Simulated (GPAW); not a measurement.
# BaZrO3 (Pm-3m) in GPAW: further runs, part 3 of 3

GPAW 26.7.0.

### Step 4. Single point, TB-mBJ

Input file run.py:

```python
from ase import Atoms
from ase.dft.bandgap import bandgap
from ase.io import write
from gpaw import GPAW, PW

atoms = Atoms(['Ba', 'Zr', 'O', 'O', 'O'],
              cell=[[4.19134, 0.0, 0.0],
                    [0.0, 4.19134, 0.0],
                    [0.0, 0.0, 4.19134]],
              scaled_positions=[[0.0, 0.0, 0.0],
                                [0.5, 0.5, 0.5],
                                [0.5, 0.5, 0.0],
                                [0.5, 0.0, 0.5],
                                [0.0, 0.5, 0.5]],
              pbc=True)

calc = GPAW(mode=PW(800),
            xc='TB09',
            kpts={'size': (6, 6, 6), 'gamma': True},
            occupations={'name': 'fermi-dirac', 'width': 0.05},
            nbands=36,
            convergence={'density': 1e-05, 'energy': 1e-05},
            eigensolver='cg',
            maxiter=150,
            txt='gpaw.txt')
atoms.calc = calc
energy = atoms.get_potential_energy()
calc.write('gs.gpw')
write('result.traj', atoms)
print('Fermi level:', round(calc.get_fermi_level(), 4), 'eV')
print(f'Gap: {bandgap(calc)[0]:.4f} eV, direct: {bandgap(calc, direct=True)[0]:.4f} eV')
```

Potentials or basis: GPAW PAW data sets for LDA (gpaw-data 1.2.1), pw.

The run is started by

```
OMP_NUM_THREADS=1 python run.py
```

gpaw.txt:

```text
___ ___ ___ _ _ _
 |   |   |_  | | | |
 | | | | | . | | | |
 |__ |  _|___|_____|  26.7.0
 |___|_|

Input parameters:
  convergence: {density: 1e-05,
                energy: 1e-05}
  eigensolver: cg
  kpts: {gamma: True,
         size: (6, 6, 6)}
  maxiter: 150
  mode: {ecut: 800.0,
         name: pw}
  nbands: 36
  occupations: {name: fermi-dirac,
                width: 0.05}
  xc: TB09

System changes: positions, numbers, cell, pbc, initial_charges, initial_magmoms

Initialize ...

species:
  Ba:
    name:    Barium
    Z:       56.0
    valence: 10
    core:    46
    charge:  0.0  # [|e|]
    compensation charges:
      type: gauss
      rc: 0.37  # [Å]
      lmax: 2
    cutoffs:
      filter: 2.06  # [Å]
      core: 2.33  # [Å]
    projectors
    | kind |    occ | energy [eV] | rcut [Å] |
    |------|--------|-------------|----------|
    |   5s |  2.000 |     -33.774 |    1.164 |
    |   6s |  2.000 |      -3.346 |    1.164 |
    |   5p |  6.000 |     -18.813 |    1.164 |
    |    p |        |       0.000 |    1.164 |
    |    d |        |       0.000 |    1.164 |
    |    d |        |      27.211 |    1.164 |

    Using partial waves for Ba as LCAO basis

  Zr:
    name:    Zirconium
    Z:       40.0
    valence: 12
    core:    28
    charge:  0.0  # [|e|]
    compensation charges:
      type: gauss
      rc: 0.40  # [Å]
      lmax: 2
    cutoffs:
      filter: 2.39  # [Å]
      core: 1.59  # [Å]
    projectors
    | kind |    occ | energy [eV] | rcut [Å] |
    |------|--------|-------------|----------|
    |   4s |  2.000 |     -54.491 |    1.323 |
    |   5s |  2.000 |      -4.587 |    1.323 |
    |   4p |  6.000 |     -32.510 |    1.334 |
    |   5p |  0.000 |      -1.548 |    1.334 |
    |   4d |  2.000 |      -3.736 |    1.244 |
    |    d |        |      23.475 |    1.244 |

    Using partial waves for Zr as LCAO basis

  O:
    name:    Oxygen
    Z:       8.0
    valence: 6
    core:    2
    charge:  0.0  # [|e|]
    compensation charges:
      type: gauss
      rc: 0.21  # [Å]
      lmax: 2
    cutoffs:
      filter: 1.17  # [Å]
      core: 0.83  # [Å]
    projectors
    | kind |    occ | energy [eV] | rcut [Å] |
    |------|--------|-------------|----------|
    |   2s |  2.000 |     -23.752 |    0.688 |
    |   2p |  4.000 |      -9.195 |    0.598 |
    |    s |        |       3.459 |    0.688 |
    |    p |        |      18.016 |    0.598 |
    |    d |        |       0.000 |    0.619 |

    Using partial waves for O as LCAO basis

Reference energy: -324978.060453  # eV

Spin-paired calculation

Convergence criteria:
 Maximum [total energy] change in last 3 cyles: 1e-05 eV / valence electron
 Maximum integral of absolute [dens]ity change: 1e-05 electrons / valence electron
 Maximum integral of absolute [eigenst]ate change: 4e-08 eV^2 / valence electron
 Maximum number of scf [iter]ations: 150
 (Square brackets indicate name in SCF output, whereas a 'c' in
 the SCF output indicates the quantity has converged.)

Symmetries present (total): 48

  ( 1  0  0)  ( 1  0  0)  ( 1  0  0)  ( 1  0  0)  ( 1  0  0)  ( 1  0  0)
  ( 0  1  0)  ( 0  1  0)  ( 0  0  1)  ( 0  0  1)  ( 0  0 -1)  ( 0  0 -1)
  ( 0  0  1)  ( 0  0 -1)  ( 0  1  0)  ( 0 -1  0)  ( 0  1  0)  ( 0 -1  0)

  ( 1  0  0)  ( 1  0  0)  ( 0  1  0)  ( 0  1  0)  ( 0  1  0)  ( 0  1  0)
  ( 0 -1  0)  ( 0 -1  0)  ( 1  0  0)  ( 1  0  0)  ( 0  0  1)  ( 0  0  1)
  ( 0  0  1)  ( 0  0 -1)  ( 0  0  1)  ( 0  0 -1)  ( 1  0  0)  (-1  0  0)

  ( 0  1  0)  ( 0  1  0)  ( 0  1  0)  ( 0  1  0)  ( 0  0  1)  ( 0  0  1)
  ( 0  0 -1)  ( 0  0 -1)  (-1  0  0)  (-1  0  0)  ( 1  0  0)  ( 1  0  0)
  ( 1  0  0)  (-1  0  0)  ( 0  0  1)  ( 0  0 -1)  ( 0  1  0)  ( 0 -1  0)

  ( 0  0  1)  ( 0  0  1)  ( 0  0  1)  ( 0  0  1)  ( 0  0  1)  ( 0  0  1)
  ( 0  1  0)  ( 0  1  0)  ( 0 -1  0)  ( 0 -1  0)  (-1  0  0)  (-1  0  0)
  ( 1  0  0)  (-1  0  0)  ( 1  0  0)  (-1  0  0)  ( 0  1  0)  ( 0 -1  0)

  ( 0  0 -1)  ( 0  0 -1)  ( 0  0 -1)  ( 0  0 -1)  ( 0  0 -1)  ( 0  0 -1)
  ( 1  0  0)  ( 1  0  0)  ( 0  1  0)  ( 0  1  0)  ( 0 -1  0)  ( 0 -1  0)
  ( 0  1  0)  ( 0 -1  0)  ( 1  0  0)  (-1  0  0)  ( 1  0  0)  (-1  0  0)

  ( 0  0 -1)  ( 0  0 -1)  ( 0 -1  0)  ( 0 -1  0)  ( 0 -1  0)  ( 0 -1  0)
  (-1  0  0)  (-1  0  0)  ( 1  0  0)  ( 1  0  0)  ( 0  0  1)  ( 0  0  1)
  ( 0  1  0)  ( 0 -1  0)  ( 0  0  1)  ( 0  0 -1)  ( 1  0  0)  (-1  0  0)

  ( 0 -1  0)  ( 0 -1  0)  ( 0 -1  0)  ( 0 -1  0)  (-1  0  0)  (-1  0  0)
  ( 0  0 -1)  ( 0  0 -1)  (-1  0  0)  (-1  0  0)  ( 0  1  0)  ( 0  1  0)
  ( 1  0  0)  (-1  0  0)  ( 0  0  1)  ( 0  0 -1)  ( 0  0  1)  ( 0  0 -1)

  (-1  0  0)  (-1  0  0)  (-1  0  0)  (-1  0  0)  (-1  0  0)  (-1  0  0)
  ( 0  0  1)  ( 0  0  1)  ( 0  0 -1)  ( 0  0 -1)  ( 0 -1  0)  ( 0 -1  0)
  ( 0  1  0)  ( 0 -1  0)  ( 0  1  0)  ( 0 -1  0)  ( 0  0  1)  ( 0  0 -1)

216 k-points: 6 x 6 x 6 Monkhorst-Pack grid + [1/12,1/12,1/12]
20 k-points in the irreducible part of the Brillouin zone
       k-points in crystal coordinates                weights
   0:     0.00000000    0.00000000    0.00000000          1/216
   1:     0.16666667    0.00000000    0.00000000          6/216
   2:     0.16666667    0.16666667    0.00000000         12/216
   3:     0.16666667    0.16666667    0.16666667          8/216
   4:     0.33333333    0.00000000    0.00000000          6/216
   5:     0.33333333    0.16666667    0.00000000         24/216
   6:     0.33333333    0.16666667    0.16666667         24/216
   7:     0.33333333    0.33333333    0.00000000         12/216
   8:     0.33333333    0.33333333    0.16666667         24/216
   9:     0.33333333    0.33333333    0.33333333          8/216
          ...
  19:     0.50000000    0.50000000    0.50000000          1/216

Wave functions: Plane wave expansion
  Cutoff energy: 800.000 eV
  Number of coefficients (min, max): 3724, 3840
  Pulay-stress correction: 0.000000 eV/Ang^3 (de/decut=0.000000)
  Using FFTW library
  ScaLapack parameters: grid=1x1, blocksize=None
  Wavefunction extrapolation:
    Improved wavefunction reuse through dual PAW basis

Occupation numbers: Fermi-Dirac:
  width: 0.0500  # eV

Eigensolver
   CG(niter=4, rtol=3.0e-01)

Densities:
  Coarse grid: 28*28*28 grid
  Fine grid: 56*56*56 grid
  Total Charge: 0.000000

Density mixing:
  Method: separate
  Backend: msr1
  Linear mixing parameter: 0.05
  old densities: 10
  Width of damping distribution: 1.1
  Damping of long wavelength oscillations: 20

Hamiltonian:
  XC and Coulomb potentials evaluated on a 56*56*56 grid
  Using the TB09 Exchange-Correlation functional
  External potential:
    NoExternalPotential

XC parameters: TB09 with 2 nearest neighbor stencil

Number of atoms: 5
Number of atomic orbitals: 30
Number of bands in calculation: 36
Number of valence electrons: 40
Bands to converge: occupied

... initialized

Initializing position-dependent things.

Density initialized from atomic densities
Creating initial wave functions:
  30 bands from LCAO basis set
  6 bands from random numbers

    .---------.
   /|         |
  / |         |
 *  |         |
 | O|  Zr     |
 |  .---------.
 | /  OO     /
 |/         /
 Ba--------*

Atomic positions and initial magnetic moments

Positions:
   0 Ba     0.000000    0.000000    0.000000    ( 0.0000,  0.0000,  0.0000)
   1 Zr     2.095670    2.095670    2.095670    ( 0.0000,  0.0000,  0.0000)
   2 O      2.095670    2.095670    0.000000    ( 0.0000,  0.0000,  0.0000)
   3 O      2.095670    0.000000    2.095670    ( 0.0000,  0.0000,  0.0000)
   4 O      0.000000    2.095670    2.095670    ( 0.0000,  0.0000,  0.0000)

Unit cell:
           periodic     x           y           z      points  spacing
  1. axis:    yes    4.191340    0.000000    0.000000    28     0.1497
  2. axis:    yes    0.000000    4.191340    0.000000    28     0.1497
  3. axis:    yes    0.000000    0.000000    4.191340    28     0.1497

  Lengths:   4.191340   4.191340   4.191340
  Angles:   90.000000  90.000000  90.000000

Effective grid spacing dv^(1/3) = 0.1497

iter:   1  8798.007282
iter:   2  8815.441244   +1.36  -0.85
iter:   3  8815.089534   +0.35  -1.02
iter:   4  8822.163242   +0.08  -1.07
iter:   5  8823.374079   -0.65  -1.36
iter:   6  8829.820962   -0.36  -1.42
iter:   7  8825.949524   -0.47  -1.58
iter:   8  8826.917942   -0.47  -1.58
iter:   9  8826.886286   -0.66  -2.18
iter:  10  8826.886400   -1.39  -2.10
iter:  11  8828.371913   -0.90  -2.35
[... 23 lines left out ...]
iter:  35  8828.999096   -4.76  -3.82
iter:  36  8828.988054   -4.75  -3.88
iter:  37  8828.976961   -5.18  -4.07
iter:  38  8829.000299   -5.51  -4.04
iter:  39  8828.979820   -5.52  -4.09
iter:  40  8828.992537   -5.46  -4.06
iter:  41  8828.985911   -5.51  -4.37
iter:  42  8828.992558   -5.91  -4.35
iter:  43  8828.989042   -6.10  -4.63
iter:  44  8828.991421   -6.39  -4.66
iter:  45  8828.990345   -6.65  -5.04c
iter:  46  8828.991140   -7.02  -5.02c
iter:  47  8828.990742   -7.35  -5.58c
iter:  48  8828.990942c  -7.64c -5.50c

Converged after 48 iterations.

Dipole moment: (-0.000000, -0.000000, -0.000000) |e|*Ang

Energy contributions relative to reference atoms: (reference = -324978.060453)

Kinetic:        -12.542628
Potential:      +18.808799
External:        +0.000000
XC:            +8825.931162
Entropy (-ST):   -0.000000
Local:           -3.206391
SIC:             +0.000000
--------------------------
Free energy:   +8828.990942
Extrapolated:  +8828.990942

Showing only first 2 kpts
 Kpt  Band  Eigenvalues  Occupancy
  0    18      7.30181    2.00000
  0    19      7.30181    2.00000
  0    20     11.73924    0.00000
  0    21     11.73924    0.00000

  1    18      7.21805    2.00000
  1    19      7.21805    2.00000
  1    20     11.82314    0.00000
  1    21     12.26212    0.00000

Fermi level: 9.35338

Gap: 4.147 eV
Transition (v -> c):
  (s=0, k=19, n=19, [0.50, 0.50, 0.50]) -> (s=0, k=0, n=20, [0.00, 0.00, 0.00])
Direct/indirect transitions are different
Direct gap: 4.437 eV
Transition at: (s=0, k=0, n=19, [0.00, 0.00, 0.00])
Writing to gs.gpw (mode='')
```

It took 4.8 min on 1 thread of Arm Neoverse V2, shared host; peak memory 0.46 GiB.

What came out:

```
Band gap on the k mesh : 4.15 eV, indirect (least direct gap 4.44 eV)
```

Levels at points of the mesh, in eV from the valence-band top:
```tsv
k point	band 18	band 19	band 20	band 21	band 22	band 23
(0.00, 0.00, 0.00)	-0.29	-0.29	-0.29	4.15	4.15	4.15
(0.50, 0.00, 0.00)	-1.39	-0.53	-0.53	4.53	6.36	6.36
(0.50, 0.50, 0.00)	-0.83	-0.83	-0.06	6.34	6.34	7.21
(0.50, 0.50, 0.50)	0.00	0.00	0.00	6.91	6.91	6.91
```

Caveat: a model potential gives levels but no total energy; the PAW data sets were made with another functional, which shifts forces and pressure a little; spin-orbit coupling is left out, which moves the levels of the heavy elements.

### Step 5. Band structure, LDA

run.py, as its differences from that of step 4:

```diff
@@ -3,2 +3,3 @@
 from ase.io import write
+from ase.units import GPa
 from gpaw import GPAW, PW
@@ -17,3 +18,3 @@
 calc = GPAW(mode=PW(800),
-            xc='TB09',
+            xc='LDA',
             kpts={'size': (6, 6, 6), 'gamma': True},
@@ -22,3 +23,2 @@
             convergence={'density': 1e-05, 'energy': 1e-05},
-            eigensolver='cg',
             maxiter=150,
@@ -27,5 +27,18 @@
 energy = atoms.get_potential_energy()
+forces = atoms.get_forces()
+stress = atoms.get_stress()
 calc.write('gs.gpw')
 write('result.traj', atoms)
+print(f'Energy: {energy:.6f} eV')
+print('Forces (eV/A):')
+print(forces.round(4))
+print('Stress (GPa):', (stress / GPa).round(3))
 print('Fermi level:', round(calc.get_fermi_level(), 4), 'eV')
 print(f'Gap: {bandgap(calc)[0]:.4f} eV, direct: {bandgap(calc, direct=True)[0]:.4f} eV')
+
+path = atoms.cell.bandpath('GXMGRX,MR', npoints=60, eps=1e-4)
+bs_calc = calc.fixed_density(kpts=path, symmetry='off', nbands=54,
+                             convergence={'bands': 'CBM+6.0', 'eigenstates': 1e-6}, txt='bands.txt')
+bs = bs_calc.band_structure()
+bs.write('bs.json')
+print(f'Gap on the path: {bandgap(bs_calc)[0]:.4f} eV')
```

Potentials or basis: the program's PAW data sets (release 1.2.1) made for this functional, pw.

The run is started by

```
OMP_NUM_THREADS=1 python run.py
```

Wall time 2.6 min (1 thread of Arm Neoverse V2, shared host); peak memory 0.54 GiB.

It converged, with:

* Free energy: -45.5283 eV
* Pressure: -5.9 GPa
* Band gap on the k mesh: 3.09 eV, indirect (least direct gap 3.31 eV)
* Band gap along the path: 3.09 eV, indirect (least direct gap 3.31 eV)

Levels at the corners of the path, in eV from the valence-band top:
```tsv
point	band 18	band 19	band 20	band 21	band 22	band 23
Γ	-0.22	-0.22	-0.22	3.09	3.09	3.09
X	-1.72	-0.45	-0.45	3.53	5.66	5.66
M	-0.93	-0.79	-0.07	5.64	5.64	6.42
Γ	-0.22	-0.22	-0.22	3.09	3.09	3.09
R	0.00	0.00	0.00	5.95	5.95	5.95
X	-1.72	-0.45	-0.45	3.53	5.66	5.66
M	-0.93	-0.79	-0.07	5.64	5.64	6.42
R	0.00	0.00	0.00	5.95	5.95	5.95
```

Caveat: spin-orbit coupling is left out, which moves the levels of the heavy elements.

### Step 6. Overview

| task | level | potentials or basis | band path | band points | gap on the mesh (eV) | pressure (GPa) |
| --- | --- | --- | --- | --- | --- | --- |
| band structure | r2SCAN | GPAW PAW data sets (gpaw-data 1.2.1), pw | GXMGRX,MR | 60 | 3.73 | 1.4 |
| equation of state | r2SCAN | GPAW PAW data sets (gpaw-data 1.2.1), pw | - | - | - | - |
| single point | TB-mBJ | GPAW PAW data sets for LDA (gpaw-data 1.2.1), pw | - | - | 4.15 | - |
| band structure | LDA | the program's PAW data sets (release 1.2.1) made for this functional, pw | GXMGRX,MR | 60 | 3.09 | -5.9 |

Alike in all rows: no spin polarisation; cell as given; k mesh 6 × 6 × 6; cutoff (eV) 800; smearing fermi-dirac 0.05 eV.

Caveats: the PAW data sets were made with another functional, which shifts forces and pressure a little (some runs); spin-orbit coupling is left out, which moves the levels of the heavy elements (some runs); the points scatter about the fit (some runs); a model potential gives levels but no total energy (some runs).

Absolute energies hang on the potentials; compare differences alone.
